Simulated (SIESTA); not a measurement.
Crystal: SiO2.

```
Si O
1.0
     4.97559    0.00000    0.00000
     0.00000    4.97559    0.00000
     0.00000    0.00000    6.90089
Si O
4 8
Direct
  0.80325 0.80325 0.50000
  0.69675 0.30325 0.25000
  0.30325 0.69675 0.75000
  0.19675 0.19675 0.00000
  0.76176 0.11039 0.43204
  0.88961 0.23824 0.06796
  0.11039 0.76176 0.56796
  0.26176 0.38961 0.81796
  0.23824 0.88961 0.93204
  0.73824 0.61039 0.31796
  0.38961 0.26176 0.18204
  0.61039 0.73824 0.68204
```

The cell comes from a database or a generator and needn't be the stable form of this composition.

Base run:

```yaml
Program: SIESTA 5.4.2
Functional: PBEsol
Potentials_or_basis: PseudoDojo 0.4 standard (PBEsol files)
Basis: DZP (energy shift 0.003 Ry)
Grid_cutoff: 800 Ry
Energy_shift: 0.003 Ry
k_mesh: 6 × 6 × 4
Occupations: fermi-dirac, width 0.05 eV
Spin: no spin polarisation
```

Its results: band gap on the k mesh 5.93 eV, direct; pressure 4.4 GPa; largest force 0.532 eV/Å.

Q: The run is repeated on the same cell with these changes: functional from PBEsol to LDA; potentials or basis from PseudoDojo 0.4 standard (PBEsol files) to PseudoDojo 0.4 standard (LDA files). What comes out?

A: Band gap on the k mesh 5.84 eV, direct; pressure -0.3 GPa; largest force 0.233 eV/Å.

Caveats: the basis of atomic orbitals isn't converged, which shifts pressures, moduli and gaps.
